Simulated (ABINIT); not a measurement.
Input of an ABINIT 10.8.3 (patched build) run:

File run.abi:

```
ndtset 2

pp_dirpath "./"
pseudos "Ti.LDA_PW-JTH.xml, O.LDA_PW-JTH.xml"

acell 4.5998373239 4.5998373239 2.95921356 Angstrom
rprim
     1.0000000000     0.0000000000     0.0000000000
     0.0000000000     1.0000000000     0.0000000000
     0.0000000000     0.0000000000     1.0000000000
ntypat 2
znucl 22 8
natom 6
typat 1 1 2 2 2 2
xred
     0.0000000000     0.0000000000     0.5000000000
     0.5000000000     0.5000000000     0.0000000000
     0.3043213200     0.3043213200     0.5000000000
     0.1956786800     0.8043213200     0.0000000000
     0.8043213200     0.1956786800     0.0000000000
     0.6956786800     0.6956786800     0.5000000000

ecut 23.0
pawecutdg 45.0

ixc 7

occopt 3
tsmear 0.00183747

nstep 100

iomode 3
prtwf 0
prteig 0
prtebands 0
prtden1 1
prtvha1 1
prtvclmb1 1
prtpot1 1

kptopt1 1
ngkpt1 6 6 9
nshiftk1 1
shiftk1 0.0 0.0 0.0
nband1 29
tolvrs1 1.0e-9

iscf2 -2
getden2 1
nband2 35
nbdbuf2 4
tolwfr2 1.0e-11
kptopt2 -7
ndivsm2 5
prteig2 1
kptbounds2
     0.0000000000     0.0000000000     0.0000000000
     0.0000000000     0.5000000000     0.0000000000
     0.5000000000     0.5000000000     0.0000000000
     0.0000000000     0.0000000000     0.0000000000
     0.0000000000     0.0000000000     0.5000000000
     0.0000000000     0.5000000000     0.5000000000
     0.5000000000     0.5000000000     0.5000000000
     0.0000000000     0.0000000000     0.5000000000
```

Potentials or basis: JTH PAW LDA v2.0.

Launch:

```sh
$ abinit run.abi > log 2>&1
```

Question: Predict the band gap on the k mesh.

Answer: 1.77 eV, direct.

Question: What does it give for the largest force?

Answer: 0.125 eV/Å.

Question: Predict the pressure.

Answer: -8.8 GPa.

Question: What does it give for the band gap along the path?

Answer: 1.77 eV, direct.

Levels at the corners of the path, in eV from the valence-band top:
```
point  band 21  band 22  band 23  band 24  band 25  band 26  band 27  band 28
    Γ    -0.70    -0.46    -0.46     0.00     1.77     2.04     2.33     2.43
    X    -1.66    -1.66    -0.75    -0.75     2.44     2.44     2.97     2.97
    M    -1.31    -1.31    -1.08    -1.08     1.81     1.81     2.45     2.45
    Γ    -0.70    -0.46    -0.46     0.00     1.77     2.04     2.33     2.43
    Z    -2.44    -2.44    -1.44    -1.44     2.92     2.92     3.11     3.11
    R    -2.08    -2.08    -1.05    -1.05     1.81     1.81     3.14     3.14
    A    -1.31    -1.31    -0.67    -0.67     2.53     2.53     3.14     3.14
    Z    -2.44    -2.44    -1.44    -1.44     2.92     2.92     3.11     3.11
```

Caveat: the atomic spheres overlap.

**The experiment to reproduce.**

From “Shallow Valence Band of Rutile GeO2 and P-type Doping”, 2020, arxiv:2011.08928, for a bulk crystal of TiO2 at 1.6 K: band gap 3.03 eV (direct).

A measured gap of TiO2 is 3.03 eV (direct; 1.6 K; quoted in “Shallow Valence Band of Rutile GeO2 and P-type Doping”, 2020, arxiv:2011.08928); the calculated 1.77 eV misses it by -1.26 eV. 2 values of this kind are on record in papers (3.03 to 3.05 eV); this one was drawn at random among those near their median. The value is that of LDA, without temperature or zero-point motion. Semilocal functionals fall short of measured gaps as a rule. The cell is a database's relaxed one, not the measured one, which moves gaps too.
